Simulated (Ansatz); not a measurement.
## Mixing energy, order and entropy in TiAl

These are results of DFT PBE, scalar-relativistic, plane waves, PAW in Ansatz, not measurements.

Plane waves to 420 eV, a k mesh through Γ of 5×5×5 on the computed 20-atom cell and Gaussian smearing (0.10 eV); no spin polarisation.

Cells of 20 atoms on a hcp lattice, 10 Al, 10 Ti, each occupation relaxed without symmetry on a coarser mesh and computed once more. α is the first-shell Warren–Cowley parameter of unlike pairs (negative: unlike neighbours in excess, 0: random). ΔH counts from the elements in their standard crystals.

```csv
cell,α,ΔH (meV/atom),V (Å³/atom),rms shift from sites (Å)
1,0.00,-261,16.54,0.07
2,-0.13,-296,16.44,0.10
3,0.07,-197,16.62,0.10
```

Weigh the mixing energy against the ideal entropy.

Ideal mixing gives S = −k_B Σ x ln x = 0.693 k_B per atom (5.8 J/(mol K)), worth 60 meV/atom at 1000 K. The cell nearest to random, 1, has ΔH = -261 meV/atom. It is already below the pure elements, so the rivals are ordered compounds, not the elements: strong attraction usually means ordering on cooling. ΔH includes the cost of putting the elements on this lattice where they prefer another, and what the coarser relaxation leaves, which can only raise it; vibrational entropy is left out.

Does the alloy prefer like or unlike neighbours?

Across α from -0.13 to 0.07 the energy spans 98 meV/atom, a slope of 459 meV/atom per unit of α. Lower α is lower in energy: unlike neighbours are favoured, a tendency to order, which fits the negative ΔH. With 3 cells this is a hint: farther shells and local relaxation also differ between them.

The final mesh leaves forces up to 0.17 eV/Å and stresses up to 0.3 GPa.

Cost: 6 runs of about 10 core-minutes in all (earlier runs that led there not counted), on Intel Xeon 6975P-C (Granite Rapids) (shared hosts).